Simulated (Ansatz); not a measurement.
The system is Sn.

```
Sn
1.0
     0.00000    3.23334    3.23334
     3.23334    0.00000    3.23334
     3.23334    3.23334    0.00000
Sn
2
Direct
  0.75000 0.75000 0.75000
  0.50000 0.50000 0.50000
```

This isn't the form of Sn at room conditions, which is tetragonal (white tin).

```yaml
Program: Ansatz 0.2.0
Task: relaxation of cell and atoms
Functional: r2SCAN
Dispersion: D4
Potentials_or_basis: Ansatz PAW
Cutoff: "500 eV (not typed: the program's choice for these potentials)"
k_mesh: 7 × 7 × 7
Occupations: fermi-dirac, width 0.05 eV
Spin: no spin polarisation
```

At the start: volume 33.80 Å³/atom.

Q: Where does the relaxation end?

A: It ends after 5 steps and the volume is 35.04 Å³/atom (+3.7 %); space group Fd-3m (No. 227, to 0.05 Å).

The path:
```
step  energy change (eV)  largest force (eV/Å)  volume (Å³)
   1              0.0000                0.0000        67.61
   2             -0.0070                0.0000        71.85
   3             -0.0129                0.0000        70.21
   4             -0.0129                0.0000        70.08
   5             -0.0130                0.0000        70.08
```

Final structure:
```
Sn
1.0
     0.00000    3.27225    3.27225
     3.27225    0.00000    3.27225
     3.27225    3.27225    0.00000
Sn
2
Direct
  0.75000 0.75000 0.75000
  0.50000 0.50000 0.50000
```

Caveat: the plane-wave basis is chosen anew once the cell has moved, so the energies of steps on either side of that aren't comparable; pairwise dispersion overbinds metals, which lowers pressure and volume; the PAW data sets come from PBE, with cores solved anew for the run's functional, which leaves a small shift of forces and pressure.
